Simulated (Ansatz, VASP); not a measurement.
# One calculation of PbSe, two programs

File INCAR:

```
SYSTEM = PbSe
PREC = Accurate ; ENCUT = 520
EDIFF = 1E-7 ; ISMEAR = -1
SIGMA = 0.05 ; LREAL = .False.
LASPH = .True. ; NELM = 80
ALGO = Normal ; ISIF = 2
LWAVE = .False. ; LCHARG = .True.
GGA = PE ; LELF = .True.
LVHAR = .True. ; NBANDS = 17
```

File KPOINTS:

```
regular mesh
0
Gamma
  7 7 7
  0 0 0
```

POSCAR

```
PbSe
1.0
    3.7843220000      0.0000000000      0.0000000000
    0.0000000000      3.7843220000      0.0000000000
    0.0000000000      0.0000000000      3.7843220000
Pb Se
1 1
Direct
    0.0000000000      0.0000000000      0.0000000000
    0.5000000000      0.5000000000      0.5000000000
```

File input.yaml:

```yaml
crystal:
  lattice:
    - [3.784322, 0.0, 0.0]
    - [0.0, 3.784322, 0.0]
    - [0.0, 0.0, 3.784322]
  atoms:
    - { symbol: Pb, position: [0.0, 0.0, 0.0] }
    - { symbol: Se, position: [0.5, 0.5, 0.5] }
hamiltonian:
  xc: pbe
  pseudopotentials: { kind: paw }
kpoints:
  mp_grid: { grid: [7, 7, 7] }
scf:
  occupations: { method: fermi_dirac, width: 0.05 }
output:
  forces: true
  stress: true
  eigenvalues: true
```

Measurements of this composition are mostly on another form, of space group No. 225.

Alike in both runs: task single point; functional PBE; k mesh 7 × 7 × 7; occupations fermi-dirac, width 0.05 eV; no spin polarisation.

|  | VASP | Ansatz |
| --- | --- | --- |
| version | VASP 6.6.1 | Ansatz 0.2.0 |
| potentials or method | VASP PAW PBE potentials, release 64 (Pb_d, Se) | Ansatz PAW |
| plane-wave cutoff (eV) | 520 | 420 |
| valence electrons in the cell | 20 | 30 |

```tsv
	VASP	Ansatz	Ansatz less VASP
gap on the k mesh at the Fermi level (eV)	none	none	-
pressure (GPa)	-0.2	-0.2	+0.01
```

A gap of «none» marks a metal or a gap that the smearing closes. The two sets of potentials don't hold the same shells in valence.

Spin-orbit coupling is left out, which matters for the levels of Pb.
